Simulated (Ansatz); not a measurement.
# Piezoelectric tensor of P

Theory: DFT PBE, scalar-relativistic, plane waves, PAW in Ansatz. Plane waves to 420 eV; Γ-centred k mesh 6×6×6; fixed occupations. No spin polarisation.

The cell, relaxed at this level:
```
CELL_PARAMETERS angstrom
-3.94177 3.94177 3.21322
3.94177 -3.94177 3.21322
3.94177 3.94177 -3.21322
ATOMIC_POSITIONS crystal
P 0.77667 0.02588 0.86954
P 0.15634 0.90714 0.13046
P 0.65714 0.40634 0.63046
P 0.77588 0.02667 0.36954
P 0.59366 0.22412 0.25080
P 0.97333 0.34286 0.74920
P 0.97412 0.84366 0.75080
P 0.09286 0.22333 0.24920
```

The structure comes from a generated guess, relaxed at this level; another structure or a mixture of phases may lie lower. This form isn't the element's ground state: it lies 33 meV/atom above the standard structure at this level.

Problem. Give the relaxed-ion proper piezoelectric stress tensor e_iJ (C/m², Voigt columns xx yy zz yz xz xy).

Solution.
```
x    0.000  0.000  0.000  0.007  0.000  0.000
y    0.000  0.000  0.000  0.000  0.007  0.000
z    0.000  0.000  0.000  0.000  0.000 -0.058
```
Signs follow the orientation of the cell as given.

Problem. With the elastic constants (GPa, Voigt order)
```
54.1 18.2 16.5  0.0  0.0  0.0
18.2 54.1 16.5  0.0  0.0  0.0
16.5 16.5 15.8  0.0  0.0  0.0
 0.0  0.0  0.0 21.4  0.0  0.0
 0.0  0.0  0.0  0.0 21.4  0.0
 0.0  0.0  0.0  0.0  0.0 36.2
```
find the strain coefficients d = e·C⁻¹ (pC/N).

Solution.
```
x    0.00  0.00  0.00  0.32  0.00  0.00
y    0.00  0.00  0.00  0.00  0.32  0.00
z    0.00  0.00  0.00  0.00  0.00 -1.60
```
